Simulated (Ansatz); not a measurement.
# GeS: the cost of one run

Method: DFT PBE+D3(BJ), scalar-relativistic, plane waves, PAW, and further levels as typed in the inputs, in Ansatz 0.2.0.

**1. The structure to begin with**

The structure is orthorhombic, space group Pnma (No. 62). The conventional cell has a = 10.481 Å, b = 3.646 Å, c = 4.299 Å, α = 90.00°, β = 90.00°, γ = 90.00°. Around Ge (site symmetry m) lie 3 S at 2.44 to 2.45 Å. Around S (site symmetry m) lie 3 Ge at 2.44 to 2.45 Å.

As a file:

```
CELL_PARAMETERS angstrom
10.48100 0.00000 0.00000
0.00000 3.64600 0.00000
0.00000 0.00000 4.29900
ATOMIC_POSITIONS crystal
Ge 0.12210 0.25000 0.12770
Ge 0.37790 0.75000 0.62770
Ge 0.62210 0.25000 0.37230
Ge 0.87790 0.75000 0.87230
S 0.84950 0.25000 0.50230
S 0.65050 0.75000 0.00230
S 0.34950 0.25000 0.99770
S 0.15050 0.75000 0.49770
```

The structure rests on an entry of the Crystallography Open Database; cell or positions may have been set otherwise for this series.

**2. Relaxing cell and atoms: GeS, no spin**

Input file input.yaml:

```yaml
crystal:
  lattice:
    - [10.481, 0.0, 0.0]
    - [0.0, 3.646, 0.0]
    - [0.0, 0.0, 4.299]
  atoms:
    - { symbol: Ge, position: [0.1221, 0.25, 0.1277] }
    - { symbol: Ge, position: [0.3779, 0.75, 0.6277] }
    - { symbol: Ge, position: [0.6221, 0.25, 0.3723] }
    - { symbol: Ge, position: [0.8779, 0.75, 0.8723] }
    - { symbol: S, position: [0.8495, 0.25, 0.5023] }
    - { symbol: S, position: [0.6505, 0.75, 0.0023] }
    - { symbol: S, position: [0.3495, 0.25, 0.9977] }
    - { symbol: S, position: [0.1505, 0.75, 0.4977] }
scf:
  occupations: { method: fixed }
output:
  forces: true
  stress: true
  eigenvalues: true
  write_density: true
  write_potential: true
  elf: true
  volumetric_format: npy
kpoints:
  mp_grid: { grid: [4, 10, 8] }
hamiltonian:
  xc: pbe
  dispersion: d3bj
relax:
  f_tol: 0.005
  max_steps: 60
  cell: { stress_tol: 0.03 }
```

On the command line:

```sh
ansatz run input.yaml --threads 8 --pin off --max-ram 12288MiB --backend cpu --events-out ev --progress --plain --runs-dir out
```

What time and memory should one allow on 8 threads of Intel Xeon Gold 6455B (Sapphire Rapids), shared host?

About 29 s, with a peak of 1.1 GiB.
